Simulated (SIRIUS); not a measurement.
# Si2Ni (Fm-3m) in SIRIUS: further runs

The runs below take Si2Ni through single point, with PBE.

Program: SIRIUS 7.10.0. These are calculated values, not measurements. Logs are shortened: lines on timing, memory, paths and dates and some standing lists are left out, and cuts for length are marked. The log counts tension as positive stress, the text compression.

**1. The structure**

The structure is cubic, space group Fm-3m (No. 225). Conventional cell: a = 5.406 Å, b = 5.406 Å, c = 5.406 Å, α = 90.00°, β = 90.00°, γ = 90.00°. Ni (site symmetry m-3m) has 8 Si at 2.34 Å as nearest neighbours. Si (site symmetry -43m) has 4 Ni at 2.34 Å as nearest neighbours.

**2. Single point, PBE, collinear spin, ferromagnetic start**

sirius.json reads:

```json
{
  "control": {
    "processing_unit": "cpu",
    "verbosity": 2,
    "num_bands_to_print": 21,
    "print_forces": true,
    "print_stress": true
  },
  "parameters": {
    "electronic_structure_method": "pseudopotential",
    "xc_functionals": ["XC_GGA_X_PBE", "XC_GGA_C_PBE"],
    "gk_cutoff": 6.4,
    "pw_cutoff": 20.0,
    "ngridk": [5, 5, 5],
    "shiftk": [0, 0, 0],
    "smearing": "fermi_dirac",
    "smearing_width": 0.0018374661,
    "num_bands": 21,
    "num_mag_dims": 1,
    "num_dft_iter": 100,
    "energy_tol": 1e-08,
    "density_tol": 1e-06
  },
  "iterative_solver": {
    "type": "davidson",
    "min_tolerance": 1e-09,
    "tolerance_scale": [0.1, 0.25]
  },
  "mixer": {
    "type": "anderson",
    "beta": 0.5,
    "max_history": 8
  },
  "settings": {
    "tol_ne": 1e-10,
    "smooth_initial_mag": true
  },
  "unit_cell": {
    "lattice_vectors": [
      [0.0, 5.107929714863, 5.107929714863],
      [5.107929714863, 0.0, 5.107929714863],
      [5.107929714863, 5.107929714863, 0.0]
    ],
    "atom_coordinate_units": "lattice",
    "atom_types": ["Ni", "Si"],
    "atom_files": {
      "Ni": "Ni.json",
      "Si": "Si.json"
    },
    "atoms": {
      "Ni": [
        [0.0, 0.0, 0.0, 0.0, 0.0, 1.0]
      ],
      "Si": [
        [0.75, 0.75, 0.75, 0.0, 0.0, 0.0],
        [0.25, 0.25, 0.25, 0.0, 0.0, 0.0]
      ]
    }
  }
}
```

Potentials or basis: GBRV 1.5 PBE (ultrasoft).

Run with:

```console
upf_to_json ni_pbe_v1.4.uspp.F.UPF
upf_to_json si_pbe_v1.uspp.F.UPF
OMP_NUM_THREADS=1 sirius.scf --input=sirius.json --output=out.json --task=0
```

What it wrote:

```text
[info] SIRIUS version : 7.10.0
[info] number of MPI ranks           : 1
[info] MPI grid                      : 1 1
[info] maximum number of OMP threads : 1
[fft] FFT context for density and potential
[fft] =====================================
[fft]   comm size                             : 1
[fft]   plane wave cutoff                     : 20
[fft]   grid size                             : 48 48 48   total : 110592
[fft]   grid limits                           : -23 24   -23 24   -23 24
[fft]   number of G-vectors within the cutoff : 17923
[fft]   local number of G-vectors             : 17923
[fft]   number of G-shells                    : 960
[fft] FFT context for coarse grid
[fft] =====================================
[fft]   comm size                             : 1
[fft]   plane wave cutoff                     : 12.8
[fft]   grid size                             : 32 32 32   total : 32768
[fft]   grid limits                           : -15 16   -15 16   -15 16
[fft]   number of G-vectors within the cutoff : 4705
[fft]   local number of G-vectors             : 4705
[fft]   number of G-shells                    : 288
[unit cell] lattice vectors
[unit cell]   a1 :       0.0000000000      5.1079297149      5.1079297149
[unit cell]   a2 :       5.1079297149      0.0000000000      5.1079297149
[unit cell]   a3 :       5.1079297149      5.1079297149      0.0000000000
[unit cell] reciprocal lattice vectors
[unit cell]   b1 :      -0.6150422635      0.6150422635      0.6150422635
[unit cell]   b2 :       0.6150422635     -0.6150422635      0.6150422635
[unit cell]   b3 :       0.6150422635      0.6150422635     -0.6150422635
[unit cell] unit cell volume :       266.54143644 [a.u.^3]
[unit cell] 1/sqrt(omega)    :         0.06125163
[unit cell] MT volume        :         0.00000000 ( 0.00%)
[unit cell] IT volume        :       266.54143644 (100.00%)
[unit cell] number of atom types : 2
[unit cell] type id : 0 symbol : Ni mt_radius : 202.727528 num_atoms : 1
[unit cell] type id : 1 symbol : Si mt_radius : 205.944975 num_atoms : 2
[unit cell] total number of atoms : 3
[unit cell] number of symmetry classes : 2
[unit cell] number of PAW atoms : 0
[unit cell] atom id  type id  class id             position                      vector_field
[unit cell] ------------------------------------------------------------------------------------------
[unit cell]      0        0        0      0.00000   0.00000   0.00000      0.00000   0.00000   1.00000
[unit cell]      1        1        1      0.75000   0.75000   0.75000      0.00000   0.00000   0.00000
[unit cell]      2        1        1      0.25000   0.25000   0.25000      0.00000   0.00000   0.00000
[unit cell] atom id         position (Cartesian, a.u.)
[unit cell] ---------------------------------------------
[unit cell]      0       0.000000    0.000000    0.000000
[unit cell]      1       7.661895    7.661895    7.661895
[unit cell]      2       2.553965    2.553965    2.553965
[unit cell] class id : 0 atom id : 0
[unit cell] class id : 1 atom id : 1 2
[unit cell] minimum bond length:     4.423597
[unit cell] total number of pseudo wave-functions: 21
[sym] space group number   : 225
[sym] international symbol : Fm-3m
[sym] Hall symbol          : -F 4 2 3
[sym] space group transformation matrix :
[sym]   0.0000  0.5000  0.5000
[sym]   0.5000  0.0000  0.5000
[... 354 lines left out ...]
[diagonalize] ik:    4   -3.363560   -1.908256   -1.908238   -1.908237    0.051769    0.198732    0.294174    0.303863    0.316795    0.359427    0.363445    0.403311    0.414251    0.494469    0.605349    0.632630    0.668997    0.669671    0.828590    0.840713    0.865426
[diagonalize]            -3.363560   -1.908256   -1.908238   -1.908237    0.051769    0.198732    0.294174    0.303863    0.316795    0.359427    0.363445    0.403311    0.414251    0.494469    0.605349    0.632630    0.668997    0.669671    0.828590    0.840713    0.865426
[diagonalize] ik:    5   -3.363560   -1.908262   -1.908242   -1.908234    0.102865    0.137193    0.271239    0.316013    0.322712    0.348591    0.362390    0.385808    0.414791    0.509000    0.591913    0.630407    0.695641    0.740605    0.770799    0.782493    0.965933
[diagonalize]            -3.363560   -1.908262   -1.908242   -1.908234    0.102865    0.137193    0.271239    0.316013    0.322712    0.348591    0.362390    0.385808    0.414791    0.509000    0.591913    0.630407    0.695641    0.740605    0.770799    0.782493    0.965934
[diagonalize] ik:    6   -3.363560   -1.908247   -1.908235   -1.908228    0.031083    0.214908    0.279421    0.314677    0.337981    0.360154    0.368755    0.399181    0.473248    0.542563    0.569129    0.578253    0.666176    0.685481    0.710075    0.811129    0.834085
[diagonalize]            -3.363560   -1.908247   -1.908235   -1.908228    0.031083    0.214908    0.279421    0.314677    0.337981    0.360154    0.368755    0.399181    0.473248    0.542563    0.569129    0.578253    0.666176    0.685481    0.710075    0.811129    0.834085
[diagonalize] ik:    7   -3.363560   -1.908264   -1.908241   -1.908241    0.084575    0.220169    0.232520    0.310017    0.310017    0.364368    0.366181    0.366181    0.367953    0.468932    0.538167    0.760747    0.760747    0.763530    0.792661    0.912638    0.912638
[diagonalize]            -3.363560   -1.908264   -1.908241   -1.908241    0.084575    0.220169    0.232520    0.310017    0.310017    0.364368    0.366181    0.366181    0.367953    0.468932    0.538167    0.760747    0.760747    0.763530    0.792661    0.912638    0.912638
[diagonalize] ik:    8   -3.363559   -1.908258   -1.908247   -1.908237    0.132741    0.175296    0.202391    0.299311    0.319920    0.346917    0.355679    0.375393    0.380544    0.486645    0.588277    0.675962    0.738237    0.822356    0.825436    0.830644    0.910777
[... 18 lines left out ...]
[find] <rho|V^{H}>                    :     158.33648067
[find] one-electron contribution      :    -145.34248946 (Ha),    -290.68497892 (Ry)
[find] hartree contribution           :      79.16824034
[find] xc contribution                :     -22.19865981
[find] ewald contribution             :     -92.89673195
[find] PAW contribution               :       0.00000000
[find] smearing (-TS)                 :      -0.00033459
[find] SCF correction                 :      -0.00000295
[find] Total energy                   :    -181.26964383 (Ha),    -362.53928767 (Ry)
[find] Free energy (E-TS)             :    -181.26997842 (Ha),    -362.53995685 (Ry)
[find] band gap (eV)                  :       0.00000000
[find] Efermi                         :       0.48629512
[find] iteration : 15, RMS : 1.490502426060e-07, energy difference : 7.374694632745e-09
[find] Hartree energy of density residual : 2.994962307562e-12
[find] bands are converged : true
[find] iterative solver converged : true
[find] converged after 16 SCF iterations!
[find] Charges and magnetic moments
[find] --------------------------------------------------------------------------------
[find] atom                moment                |moment|
[find] --------------------------------------------------------------------------------
[find]    0 [  0.00000,   0.00000,   0.00000]    0.000001
[find]    1 [  0.00000,   0.00000,  -0.00000]    0.000000
[find]    2 [  0.00000,   0.00000,   0.00000]    0.000000
[find] total charge          : 26.000000
[find] total moment          : [  0.00000,   0.00000,   0.00000], magnitude : 0.000000
[find] Energy
[find] --------------------------------------------------------------------------------
[find] valence_eval_sum               :     -12.78027664
[find] <rho|V^{XC}>                   :     -25.77426785
[find] <rho|E^{XC}>                   :     -22.19865981
[find] <mag|B^{XC}>                   :      -0.00000000
[find] <rho|V^{H}>                    :     158.33648067
[find] one-electron contribution      :    -145.34248946 (Ha),    -290.68497892 (Ry)
[find] hartree contribution           :      79.16824034
[find] xc contribution                :     -22.19865981
[find] ewald contribution             :     -92.89673195
[find] PAW contribution               :       0.00000000
[find] smearing (-TS)                 :      -0.00033459
[find] SCF correction                 :      -0.00000295
[find] Total energy                   :    -181.26964383 (Ha),    -362.53928767 (Ry)
[find] Free energy (E-TS)             :    -181.26997842 (Ha),    -362.53995685 (Ry)
[find] band gap (eV)                  :       0.00000000
[find] Efermi                         :       0.48629512
[ground_state] === stress tensor components [kbar] ===
[ground_state] === stress_kin ===
[ground_state] -19484.454444   -0.000000    0.000000
[ground_state]    -0.000000-19484.454444    0.000000
[ground_state]     0.000000    0.000000-19484.454444
[ground_state] === stress_har ===
[ground_state] -29128.801037   -0.000000   -0.000000
[ground_state]    -0.000000-29128.801037    0.000000
[ground_state]    -0.000000    0.000000-29128.801037
[ground_state] === stress_ewald ===
[ground_state] 34179.999585    0.000000    0.000000
[ground_state]     0.00000034179.999585   -0.000000
[ground_state]     0.000000   -0.00000034179.999585
[ground_state] === stress_vloc ===
[ground_state] 17094.404169    0.000000   -0.000000
[ground_state]     0.00000017094.404169   -0.000000
[ground_state]    -0.000000   -0.00000017094.404169
[ground_state] === stress_xc ===
[ground_state]  4233.372375    0.000000    0.000000
[ground_state]     0.000000 4233.372375   -0.000000
[ground_state]     0.000000   -0.000000 4233.372375
[ground_state] === stress_core ===
[ground_state]  3004.259325    0.000000   -0.000000
[ground_state]     0.000000 3004.259325   -0.000000
[ground_state]    -0.000000   -0.000000 3004.259325
[ground_state] === stress_nonloc ===
[ground_state]  1386.579686    0.000000    0.000000
[ground_state]     0.000000 1386.579686   -0.000000
[ground_state]     0.000000   -0.000000 1386.579686
[ground_state] === stress_us ===
[ground_state] -11312.477628   -0.000000   -0.000000
[ground_state]    -0.000000-11312.477628    0.000000
[ground_state]    -0.000000    0.000000-11312.477628
[ground_state] === stress_us_nl ===
[ground_state] -9925.897942   -0.000000    0.000000
[ground_state]    -0.000000-9925.897942    0.000000
[ground_state]     0.000000    0.000000-9925.897942
[ground_state] === stress_total ===
[ground_state]   -27.117969   -0.000000    0.000000
[ground_state]    -0.000000  -27.117969   -0.000000
[ground_state]     0.000000   -0.000000  -27.117969
[ground_state] ==== total Forces in Ha/bohr =====
[ground_state] atom:    0, force:       0.0000000      0.0000000      0.0000000
[ground_state] atom:    1, force:       0.0000000      0.0000000      0.0000000
[ground_state] atom:    2, force:      -0.0000000     -0.0000000     -0.0000000
[ground_state] ==== ultrasoft contribution from Qij =====
[ground_state] atom:    0, force:       0.0000000      0.0000000      0.0000000
[ground_state] atom:    1, force:      -0.0000000     -0.0000000     -0.0000000
[ground_state] atom:    2, force:       0.0000000      0.0000000      0.0000000
[ground_state] ==== non-local contribution from Beta-projector =====
[ground_state] atom:    0, force:       0.0000000      0.0000000      0.0000000
[ground_state] atom:    1, force:       0.0000000      0.0000000      0.0000000
[ground_state] atom:    2, force:      -0.0000000     -0.0000000     -0.0000000
[ground_state] ==== contribution from local potential =====
[ground_state] atom:    0, force:       0.0000000      0.0000000      0.0000000
[ground_state] atom:    1, force:      -0.0000000     -0.0000000     -0.0000000
[ground_state] atom:    2, force:       0.0000000     -0.0000000     -0.0000000
[ground_state] ==== contribution from core density =====
[ground_state] atom:    0, force:       0.0000000      0.0000000      0.0000000
[ground_state] atom:    1, force:       0.0000000      0.0000000      0.0000000
[ground_state] atom:    2, force:       0.0000000      0.0000000      0.0000000
[ground_state] ==== Ewald forces from ions =====
[ground_state] atom:    0, force:       0.0000000      0.0000000      0.0000000
[ground_state] atom:    1, force:      -0.0000000     -0.0000000     -0.0000000
[ground_state] atom:    2, force:      -0.0000000     -0.0000000     -0.0000000
[~DFT_ground_state] local op. applied: 21512
[~DFT_ground_state] evp. work count: 5214.64
[~DFT_ground_state] number of iterative solver steps: 1215
```

Wall time 26 s (1 thread of Arm Neoverse V2, shared host); peak memory 0.33 GiB.

Results:

- Free energy: -4932.6074 eV
- Pressure: 2.7 GPa
- Band gap on the k mesh: none (metal or under the smearing width)

Levels at points of the mesh, in eV from the Fermi level:
Spin up:
| k point | band 9 | band 10 | band 11 | band 12 | band 13 | band 14 | band 15 | band 16 | band 17 | band 18 |
| --- | --- | --- | --- | --- | --- | --- | --- | --- | --- | --- |
| (0.00, 0.00, 0.00) | -3.59 | -3.59 | -0.37 | 1.65 | 1.65 | 1.65 | 2.20 | 2.20 | 2.20 | 4.65 |
Spin down:
| k point | band 11 | band 12 | band 13 | band 14 | band 15 | band 16 |
| --- | --- | --- | --- | --- | --- | --- |
| (0.00, 0.00, 0.00) | -0.37 | 1.65 | 1.65 | 1.65 | 2.20 | 2.20 |

Caveat: the k mesh is coarse (spacing up to 0.40 Å⁻¹), so the values aren't converged; the starting moments collapsed, and a magnetic state may lie lower.

(Part 1 of 2 ends here.)
